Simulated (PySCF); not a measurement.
**Functional benchmark on one molecule**

Molecule: SMILES C(CC)CO, C$_{4}$H$_{10}$O.

Molfile (atoms numbered from 1):
```
C4H10O
     RDKit          3D

 15 14  0  0  0  0  0  0  0  0999 V2000
   -2.1910    0.0887    0.3687 C   0  0  0  0  0  0  0  0  0  0  0  0
   -0.8612    0.0082   -0.3638 C   0  0  0  0  0  0  0  0  0  0  0  0
    0.3384    0.0074    0.5713 C   0  0  0  0  0  0  0  0  0  0  0  0
    1.6657   -0.0755   -0.1497 C   0  0  0  0  0  0  0  0  0  0  0  0
    2.6952   -0.0533    0.8030 O   0  0  0  0  0  0  0  0  0  0  0  0
   -2.3213   -0.7659    1.0520 H   0  0  0  0  0  0  0  0  0  0  0  0
   -3.0410    0.0887   -0.3306 H   0  0  0  0  0  0  0  0  0  0  0  0
   -2.2573    1.0062    0.9751 H   0  0  0  0  0  0  0  0  0  0  0  0
   -0.7760    0.8547   -1.0686 H   0  0  0  0  0  0  0  0  0  0  0  0
   -0.8393   -0.9031   -0.9879 H   0  0  0  0  0  0  0  0  0  0  0  0
    0.3385    0.9184    1.1944 H   0  0  0  0  0  0  0  0  0  0  0  0
    0.2727   -0.8422    1.2729 H   0  0  0  0  0  0  0  0  0  0  0  0
    1.7477    0.7715   -0.8627 H   0  0  0  0  0  0  0  0  0  0  0  0
    1.6916   -1.0041   -0.7584 H   0  0  0  0  0  0  0  0  0  0  0  0
    3.5372   -0.0996    0.3419 H   0  0  0  0  0  0  0  0  0  0  0  0
  1  2  1  0
  2  3  1  0
  3  4  1  0
  4  5  1  0
  1  6  1  0
  1  7  1  0
  1  8  1  0
  2  9  1  0
  2 10  1  0
  3 11  1  0
  3 12  1  0
  4 13  1  0
  4 14  1  0
  5 15  1  0
M  END
```

Geometry PBE0-D3(BJ)/def2-SVP throughout; GIAO in PySCF 2.14, gas phase, one conformer, non-relativistic; equivalent atoms averaged; basis pcSseg-1.

Reference values (measured; solution, not stated per compound (mostly CDCl3 or CCl4); Pretsch, Buehlmann, Badertscher, Structure Determination of Organic Compounds, 4th ed. (2009)): δ(H13/H14) = 3.64 ppm, δ(H11/H12) = 1.56 ppm, δ(H9/H10) = 1.39 ppm, δ(H6/H7/H8) = 0.94 ppm. Computed shifts are taken against TMS, calculated as an isolated molecule at each level.

**Question.** How do the functionals HF, LDA, PBE, BLYP, BP86, OPBE, KT2, KT3, B97-D, B3LYP, PBE0, mPW1PW91, WP04, B97-2, BHandHLYP, CAM-B3LYP, wB97X-D, LC-wPBE perform against the reference? Times are CPU seconds on shared hosts with different chips, so compare them loosely; the GGAs took longer than the global hybrids here, which isn't the general rule, and the cause wasn't traced.

**Answer.** 
```tsv
functional	kind	H13/H14	H11/H12	H9/H10	H6/H7/H8	mean abs. error H	core-s
HF	Hartree–Fock	3.21	1.41	0.84	1.09	0.32	6.9
LDA	LDA	3.99	1.56	1.13	1.04	0.18	20
PBE	GGA	3.89	1.51	1.12	1.05	0.17	27
BLYP	GGA	3.91	1.53	1.15	1.08	0.17	26
BP86	GGA	3.88	1.51	1.11	1.05	0.17	28
OPBE	GGA	3.76	1.48	1.09	1.02	0.14	32
KT2	GGA	3.83	1.47	1.11	1.06	0.17	28
KT3	GGA	3.76	1.46	1.12	1.05	0.15	29
B97-D	GGA	3.85	1.52	1.13	1.08	0.16	31
B3LYP	global hybrid	3.70	1.50	1.06	1.07	0.15	16
PBE0	global hybrid	3.62	1.47	1.01	1.04	0.15	7.3
mPW1PW91	global hybrid	3.61	1.46	1.01	1.04	0.15	16
WP04	global hybrid	3.44	1.43	0.97	1.00	0.20	7.6
B97-2	global hybrid	3.62	1.46	1.02	1.05	0.15	7.6
BHandHLYP	global hybrid	3.47	1.46	0.96	1.07	0.21	7.6
CAM-B3LYP	range-separated hybrid	3.63	1.50	1.01	1.06	0.14	10
wB97X-D	range-separated hybrid	3.57	1.45	0.97	1.04	0.18	9.8
LC-wPBE	range-separated hybrid	3.50	1.45	0.92	1.01	0.20	15
```

For 1H the closest is CAM-B3LYP (0.14 ppm, with OPBE, B3LYP, PBE0, KT3, B97-2, mPW1PW91, B97-D, BP86, PBE, KT2, BLYP practically level) and the furthest HF (0.32 ppm). One molecule is a small sample, and vibrational and solvent effects are absent from the calculation.
